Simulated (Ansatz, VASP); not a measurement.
Given: the input of a run of VASP 6.6.1 on Pb.

Contents of INCAR:

```
PREC = Accurate ; ENCUT = 520
EDIFF = 1E-7 ; ISMEAR = -1
SIGMA = 0.05 ; LREAL = F
LASPH = T ; NELM = 80
ALGO = Fast ; ISIF = 2
LWAVE = F ; LCHARG = F
GGA = PS ; NBANDS = 13
```

Contents of KPOINTS:

```
regular mesh
0
Gamma
  9 9 9
```

Contents of POSCAR:

```
Pb
1.0
   -0.0069630000      2.4696840000      2.4484290000
    2.4475870000     -0.0269830000      2.4684490000
    2.4538240000      2.4959410000     -0.0332200000
Pb
1
Direct
   -0.0123650000      0.0070870000      0.0165600000
```

Potentials or basis: VASP PAW PBE potentials, release 64 (Pb_d).

Run with:

```sh
$ cat potpaw_PBE.64/Pb_d/POTCAR > POTCAR
$ mpirun -np 1 vasp_std > vasp.out
```

Problem. Translate it to Ansatz 0.2.0. Potentials there: all-electron LAPW, scalar-relativistic.

Solution. As run (the cutoff follows the program's own potentials):

input.yaml

```yaml
crystal:
  lattice:
    - [-0.006963, 2.469684, 2.448429]
    - [2.447587, -0.026983, 2.468449]
    - [2.453824, 2.495941, -0.03322]
  atoms:
    - { symbol: Pb, position: [-0.012365, 0.007087, 0.01656] }
kpoints:
  mp_grid: { grid: [9, 9, 9] }
scf:
  occupations: { method: fermi_dirac, width: 0.05 }
hamiltonian:
  xc: pbesol
  pseudopotentials: { kind: all_electron, lapw: { basis_error: 0.001 } }
output:
  forces: true
  stress: true
  eigenvalues: true
  populations: true
```

Potentials or basis: all-electron LAPW, scalar-relativistic.

Launch:

```bash
$ ansatz run input.yaml --threads 1 --pin off --max-ram 3072MiB --backend cpu --events-out ev --progress --plain --runs-dir out
```

Both were run:

|  | VASP | Ansatz | Ansatz less VASP |
| --- | --- | --- | --- |
| gap on the k mesh at the Fermi level (eV) | none | none | - |
| pressure (GPa) | -0.7 | -0.6 | +0.08 |
| largest component of the traceless stress (GPa) | 0.72 | 0.72 | -0.002 |

A gap of «none» marks a metal or a gap that the smearing closes. Ansatz ran all-electron here, so the differences hold the error of VASP's frozen core and of both bases.

Caveats: the PAW data sets were made with another functional, which shifts forces and pressure a little (VASP). Spin-orbit coupling is left out, which matters for the levels of Pb.
